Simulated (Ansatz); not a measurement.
Molecular dynamics of C

Input:

```yaml
accuracy: low
crystal:
  lattice:
    - [7.398, 0.0, 0.0]
    - [-3.699, 6.406856, 0.0]
    - [0.0, 0.0, 11.0]
  atoms:
    - { symbol: C, position: [0.0, 0.0, 0.0909091] }
    - { symbol: C, position: [0.22222222, 0.11111111, 0.0909091] }
    - { symbol: C, position: [0.0, 0.33333333, 0.0909091] }
    - { symbol: C, position: [0.22222222, 0.44444444, 0.0909091] }
    - { symbol: C, position: [0.0, 0.66666666, 0.0909091] }
    - { symbol: C, position: [0.22222222, 0.77777777, 0.0909091] }
    - { symbol: C, position: [0.33333333, 0.0, 0.0909091] }
    - { symbol: C, position: [0.55555556, 0.11111111, 0.0909091] }
    - { symbol: C, position: [0.33333333, 0.33333333, 0.0909091] }
    - { symbol: C, position: [0.55555556, 0.44444444, 0.0909091] }
    - { symbol: C, position: [0.33333333, 0.66666666, 0.0909091] }
    - { symbol: C, position: [0.55555555, 0.77777777, 0.0909091] }
    - { symbol: C, position: [0.66666667, 0.0, 0.0909091] }
    - { symbol: C, position: [0.88888889, 0.11111111, 0.0909091] }
    - { symbol: C, position: [0.66666667, 0.33333333, 0.0909091] }
    - { symbol: C, position: [0.88888889, 0.44444444, 0.0909091] }
    - { symbol: C, position: [0.66666667, 0.66666666, 0.0909091] }
    - { symbol: C, position: [0.88888889, 0.77777777, 0.0909091] }
basis:
  ecutwfc: 420.0
kpoints:
  mp_grid: { grid: [2, 2, 1] }
hamiltonian:
  xc: pbe
  pseudopotentials: { kind: paw, azcp: { folder: soft_1 } }
scf:
  occupations: { method: fermi_dirac, width: 0.05 }
  lower_state_search: "off"
md:
  timestep: 1
  n_steps: 180
  ensemble: nve
  temperature: 2400.0
  initial_velocities: maxwell_boltzmann
  seed: 15401
```

Command:

```bash
$ ansatz run input.yaml --threads 1 --pin off --max-ram 3072MiB --backend cpu --events-out ev --progress --plain --runs-dir out
```

It starts from a relaxed structure.

Output, in part (step lines):

```
md step     0: t =     0.00 fs  T =  2400.0 K  F+E_penalty+E_count = -4516.52430663 eV  E_kin = 5.273808 eV  conserved = -4511.25049867 eV  (9 SCF iters)
md step     1: t =     1.00 fs  T =  2297.5 K  F+E_penalty+E_count = -4516.29345834 eV  E_kin = 5.048596 eV  conserved = -4511.24486218 eV  (9 SCF iters)
md step     2: t =     2.00 fs  T =  2018.5 K  F+E_penalty+E_count = -4515.66980622 eV  E_kin = 4.435517 eV  conserved = -4511.23428940 eV  (9 SCF iters)
md step     3: t =     3.00 fs  T =  1634.9 K  F+E_penalty+E_count = -4514.81359033 eV  E_kin = 3.592587 eV  conserved = -4511.22100365 eV  (9 SCF iters)
md step     4: t =     4.00 fs  T =  1236.1 K  F+E_penalty+E_count = -4513.92544056 eV  E_kin = 2.716264 eV  conserved = -4511.20917652 eV  (8 SCF iters)
md step     5: t =     5.00 fs  T =   903.4 K  F+E_penalty+E_count = -4513.18666733 eV  E_kin = 1.985149 eV  conserved = -4511.20151793 eV  (6 SCF iters)
md step     6: t =     6.00 fs  T =   690.5 K  F+E_penalty+E_count = -4512.71638977 eV  E_kin = 1.517350 eV  conserved = -4511.19903995 eV  (5 SCF iters)
md step     7: t =     7.00 fs  T =   615.9 K  F+E_penalty+E_count = -4512.55444657 eV  E_kin = 1.353350 eV  conserved = -4511.20109679 eV  (5 SCF iters)
[... lines left out ...]
md step   179: t =   179.00 fs  T =  1347.7 K  F+E_penalty+E_count = -4514.19333945 eV  E_kin = 2.961571 eV  conserved = -4511.23176850 eV  (6 SCF iters)
md step   180: t =   180.00 fs  T =  1408.8 K  F+E_penalty+E_count = -4514.32813313 eV  E_kin = 3.095617 eV  conserved = -4511.23251641 eV  (8 SCF iters)
```

The steps, from the saved trajectory:

```csv
time (fs),T (K),potential energy less start (eV),conserved less start (meV/atom)
0.0,2400,0.000,0.00
6.0,691,3.808,2.86
12.0,1323,2.388,1.22
18.0,750,3.666,2.32
24.0,1499,1.993,0.69
30.0,1018,3.077,2.20
36.0,1476,2.051,1.20
42.0,785,3.590,2.25
48.0,1189,2.686,1.35
54.0,1007,3.095,1.95
60.0,1605,1.767,1.12
66.0,1352,2.340,2.07
72.0,1474,2.058,1.30
78.0,764,3.630,2.00
84.0,1306,2.426,1.24
90.0,1117,2.852,1.85
96.0,1291,2.467,1.70
102.0,1195,2.674,1.47
108.0,917,3.289,1.68
114.0,1133,2.812,1.57
120.0,1182,2.711,2.00
126.0,1451,2.111,1.47
132.0,1371,2.285,1.34
138.0,1268,2.522,1.91
144.0,1067,2.962,1.84
150.0,945,3.235,2.14
156.0,1710,1.528,0.70
162.0,792,3.578,2.48
168.0,1287,2.468,1.31
174.0,791,3.576,2.23
180.0,1409,2.196,1.00
```

All steps were run. The conserved energy stayed within 2.9 meV per atom of its start (net change 1 meV per atom), so the integration is sound. The temperature averaged 0.49 of the 2400 K drawn at the start: a run that starts near a minimum puts about half its kinetic energy into the potential. A run of 0.18 ps of so small a system gives no equilibrium averages. Limits of this set-up: coarse k mesh, slab without dipole correction, low accuracy level.

Mean squared displacements from the first frame to the last, about the centre of mass: C 0.02 Å².

Last frame:

```xyz
18
Lattice="7.3980 0.0000 0.0000 -3.6990 6.4069 0.0000 0.0000 0.0000 11.0000" Properties=species:S:1:pos:R:3
C -0.035 0.006 1.015
C 1.265 0.685 1.086
C -1.275 2.132 0.994
C 0.038 2.906 1.130
C -2.488 4.269 0.774
C -1.175 4.888 1.003
C 2.441 -0.087 0.963
C 3.698 0.726 1.000
C 1.152 2.062 1.076
C 2.476 2.830 1.151
C 0.065 4.309 1.204
C 1.315 5.056 1.090
C 4.850 0.017 0.891
C 6.168 0.697 0.952
C 3.682 2.140 1.062
C 4.931 2.870 0.924
C 2.451 4.295 0.940
C 3.732 5.049 0.746
```

Time of the run: 13 min on 1 thread of Arm Neoverse V2, with other jobs on the host, peak memory 0.59 GiB.
